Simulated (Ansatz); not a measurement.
## KI under changes of volume

One of the cells (44.091 Å³/atom); the others are scaled copies at fixed shape and fractional positions:

```xyz
2
Lattice="0.0000 3.5328 3.5328 3.5328 0.0000 3.5328 3.5328 3.5328 0.0000" Properties=species:S:1:pos:R:3 pbc="T T T"
I     3.5328    3.5328    3.5328
K     0.0000    0.0000    0.0000
```

| Item | Value |
| --- | --- |
| Program | Ansatz 0.2.0 |
| Functional | PBE0 |
| Potentials or basis | Ansatz PAW |
| Cutoff | 420 eV (not typed: the program's choice for these potentials) |
| k mesh | 4 × 4 × 4 |
| Occupations | fermi-dirac, width 0.05 eV |
| Spin | no spin polarisation |

```csv
volume (Å³/atom),energy over the lowest point (meV/atom),pressure (GPa),gap on the mesh (eV)
41.445,?,?,?
42.327,8.89,1.0,5.76
43.209,4.42,0.7,5.71
44.091,1.57,0.4,5.66
44.973,0.13,0.1,5.61
45.854,0.00,-0.1,5.56
46.736,0.99,-0.3,5.52
```

Task: What does the run at 41.445 Å³/atom give?

Result: Energy over the lowest point 15.14 meV/atom; pressure 1.3 GPa; gap on the mesh 5.82 eV.

Worked out: A Birch-Murnaghan fit of order 3 (a polynomial in V^(-2/3)) to the other rows has its minimum at 45.52 Å³/atom with B0 = V·E''(V) = 11.2 GPa and B' = 4.9. It gives 15.16 meV/atom at 41.445 Å³/atom, against the run's 15.14, and -dE/dV = 1.3 GPa, against 1.3. A straight line through the other rows of the gap, of slope -2.45 eV per unit of ln V (its deformation potential), extrapolates to 5.81 eV, against the run's 5.82.

Energies are extrapolated to zero smearing.

Caveats: spin-orbit coupling is left out, which moves the levels of the heavy elements; the PAW data sets come from PBE, with cores solved anew for the run's functional, which leaves a small shift of forces and pressure; the thresholds are loose for stress.
